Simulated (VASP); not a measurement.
BaTe: QSGW quasiparticle levels with LDA

Crystal: BaTe.

```
Ba Te
1.0
     4.26247    0.00000    0.00000
     0.00000    4.26247    0.00000
     0.00000    0.00000    4.26247
Ba Te
1 1
Direct
  0.00000 0.00000 0.00000
  0.50000 0.50000 0.50000
```

The cell comes from a database or a generator and needn't be the stable form of this composition.

```
Program                         : VASP 6.6.1
Task                            : QSGW quasiparticle levels
Functional                      : LDA
Potentials or basis             : VASP PAW LDA potentials, release 64 (Ba_sv_GW, Te_GW)
Cutoff                          : 450 eV
k mesh                          : 3 × 3 × 3
Occupations                     : gaussian, width 0.01 eV
Spin                            : no spin polarisation
Cutoff of the response function : 100
Frequency points                : 48
Empty bands                     : 175
GW scheme                       : QSGW
GW iterations                   : 4
Further INCAR settings          : ALGO = QPGW; EDIFF = 1e-08; NBANDS = 183
```

- Band gap on the k mesh, mean-field level: 1.06 eV, direct
- Quasiparticle gap: 2.29 eV
- Least direct quasiparticle gap: 2.29 eV

Levels at points of the mesh, in eV from the valence-band top:
```tsv
k point	band 6	band 7	band 8	band 9	band 10	band 11
(0.00, 0.00, 0.00)	0.00	0.00	0.00	1.06	1.06	2.54
```

Quasiparticle gap after each update of the energies (eV): 1.91, 2.19, 2.29, 2.29

Wall time 13 min on 1 thread of Intel(R) Xeon(R) Platinum 8375C CPU @ 2.90GHz (Ice Lake) (shared host), peak memory 0.65 GiB.

Caveat: the k mesh is coarse (spacing up to 0.49 Å⁻¹), so the values aren't converged; bands, screening cutoff and mesh are small and nothing is extrapolated, so the quasiparticle values aren't converged; spin-orbit coupling is left out, which moves the levels of the heavy elements.
